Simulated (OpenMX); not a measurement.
Cl under changes of volume

One of the cells (29.048 Å³/atom); the others are scaled copies at fixed shape and fractional positions:

```xyz
4
Lattice="3.1450 -2.2500 0.0000 3.1450 2.2500 0.0000 0.0000 0.0000 8.2100" Properties=species:S:1:pos:R:3 pbc="T T T"
Cl    3.1450    0.5850    3.2840
Cl    3.1450    1.6650    7.3890
Cl    3.1450   -0.5850    4.9260
Cl    3.1450   -1.6650    0.8210
```

| Quantity | Value |
| --- | --- |
| Program | OpenMX 3.8.5 |
| Functional | LDA |
| Potentials or basis | OpenMX 2013 LDA set, Cl7.0-s2p2d1f1, fixed grid of 40 × 40 × 84 points |
| k mesh | 7 × 7 × 5 |
| Occupations | fermi-dirac, width 0.05 eV |
| Spin | no spin polarisation |

| volume (Å³/atom) | energy over the lowest point (meV/atom) | gap on the mesh (eV) | largest force (eV/Å) |
| --- | --- | --- | --- |
| 27.305 | 1.53 | 2.66 | 1.706 |
| 27.886 | 0.00 | 2.59 | 1.388 |
| 28.467 | 0.84 | 2.51 | 1.091 |
| 29.048 | 3.76 | 2.43 | 0.816 |
| 29.629 | 8.55 | 2.36 | 0.561 |
| 30.210 | 15.00 | 2.29 | 0.326 |
| 30.791 | ? | ? | ? |

Question: What does the run at 30.791 Å³/atom give?

Answer: Energy over the lowest point 22.94 meV/atom; gap on the mesh 2.22 eV; largest force 0.140 eV/Å.

Worked out: A Birch-Murnaghan fit of order 3 (a polynomial in V^(-2/3)) to the other rows has its minimum at 27.96 Å³/atom with B0 = V·E''(V) = 31 GPa and B' = 4.6 at fixed shape and positions, which overstates the stiffness. It gives 22.92 meV/atom at 30.791 Å³/atom, against the run's 22.94. A straight line through the other rows of the gap, of slope -3.7 eV per unit of ln V, extrapolates to 2.22 eV, against the run's 2.22.

Energies are extrapolated to zero smearing.

Caveats: an odd mesh through Γ misses points on the zone boundary, where band edges often lie; the basis of atomic orbitals isn't converged, which shifts pressures, moduli and gaps; forces of over 1 eV/Å show positions far from the minimum, so gaps and moduli don't describe the material at rest (some runs).
